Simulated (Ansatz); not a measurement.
**KCl: stress in a strained cell**

KCl is deformed so: equal xy, yz and zx engineering shear strains of +1 %. What stress and forces result, by LAPW, PAW and all-electron datasets made for the crystal?

Program: Ansatz 0.2.0. Level of theory: DFT PBE, scalar-relativistic. These are calculated values, not measurements.

### Step 1. The starting structure

The structure is cubic, space group Pm-3m (No. 221). The conventional cell has a = 3.634 Å, b = 3.634 Å, c = 3.634 Å, α = 90.00°, β = 90.00°, γ = 90.00°. K (site symmetry m-3m) is surrounded by 8 Cl at 3.15 Å. Around Cl (site symmetry m-3m) lie 8 K at 3.15 Å.

Structure file:

```cif
data_structure
_symmetry_space_group_name_H-M 'P 1'
_symmetry_Int_Tables_number 1
_cell_length_a 3.6340
_cell_length_b 3.6340
_cell_length_c 3.6340
_cell_angle_alpha 90.000
_cell_angle_beta 90.000
_cell_angle_gamma 90.000
_cell_volume 47.99
loop_
_atom_site_label
_atom_site_type_symbol
_atom_site_fract_x
_atom_site_fract_y
_atom_site_fract_z
_atom_site_occupancy
K1 K 0.00000 0.00000 0.00000 1
Cl1 Cl 0.50000 0.50000 0.50000 1
```

Atoms are numbered in the order of the input: K1, Cl2.

### Step 2. After the deformation

Space group Pm-3m before, R-3m after.

### Step 3. All-electron LAPW

The input, input.yaml:

```yaml
crystal:
  lattice:
    - [3.634, 0.01817, 0.01817]
    - [0.01817, 3.634, 0.01817]
    - [0.01817, 0.01817, 3.634]
  atoms:
    - { symbol: K, position: [0.0, 0.0, 0.0] }
    - { symbol: Cl, position: [0.5, 0.5, 0.5] }
kpoints:
  mp_grid: { grid: [7, 7, 7] }
  band_path:
    path:
      - [0.0, 0.0, 0.0]
      - [0.5, 0.5, 0.5]
      - [0.5098274679, 0.4901725321, 0.5]
      - [0.5, -0.4901725321, 0.4901725321]
      - [0.5, 0.0, 0.0]
      - [0.0, 0.0, 0.0]
      - [0.4950862661, -0.4950862661, 0.0]
      - [0.5049137339, 0.0, 0.4950862661]
      - [0.5, 0.0, 0.5]
    npoints: 5
scf:
  occupations: { method: fermi_dirac, width: 0.02 }
hamiltonian:
  xc: pbe
  pseudopotentials: { kind: all_electron, lapw: { basis_error: 0.0005 } }
output:
  forces: true
  stress: true
  eigenvalues: true
```

Started as:

```bash
$ ansatz run input.yaml --threads 1 --pin off --max-ram 3072MiB --backend cpu --events-out ev --progress --plain --runs-dir out
```

### Step 4. PAW with frozen cores

The input, input.yaml:

```yaml
crystal:
  lattice:
    - [3.634, 0.01817, 0.01817]
    - [0.01817, 3.634, 0.01817]
    - [0.01817, 0.01817, 3.634]
  atoms:
    - { symbol: K, position: [0.0, 0.0, 0.0] }
    - { symbol: Cl, position: [0.5, 0.5, 0.5] }
kpoints:
  mp_grid: { grid: [7, 7, 7] }
scf:
  occupations: { method: fermi_dirac, width: 0.02 }
hamiltonian:
  xc: pbe
  pseudopotentials: { kind: paw }
output:
  forces: true
  stress: true
  eigenvalues: true
  efg: { contact_densities: true }
```

### Step 5. Datasets made for this crystal

input.yaml, as its differences from that of step 4:

```diff
@@ -14,3 +14,3 @@
   xc: pbe
-  pseudopotentials: { kind: paw }
+  pseudopotentials: { kind: all_electron, datasets: crystal }
 output:
```

(Steps that only read results are left out.)

Q: Predict the outcome of this session. Wanted: pressure; largest shear or deviatoric stress.

The runs gave:

```
                                 quantity                                           value
                                 pressure  LAPW 4.48, PAW 4.48, crystal datasets 4.48 GPa
largest shear or deviatoric stress (LAPW)                                        0.14 GPa
```

In words: The largest part of the stress beyond the pressure is 0.14 GPa in size; the atoms are carried along and not relaxed. No run of the undeformed cell stands beside it, so the pressure holds what the given cell had before the change. PAW: stress within 0.01 GPa of LAPW. Crystal datasets: stress within 0.01 GPa of LAPW.
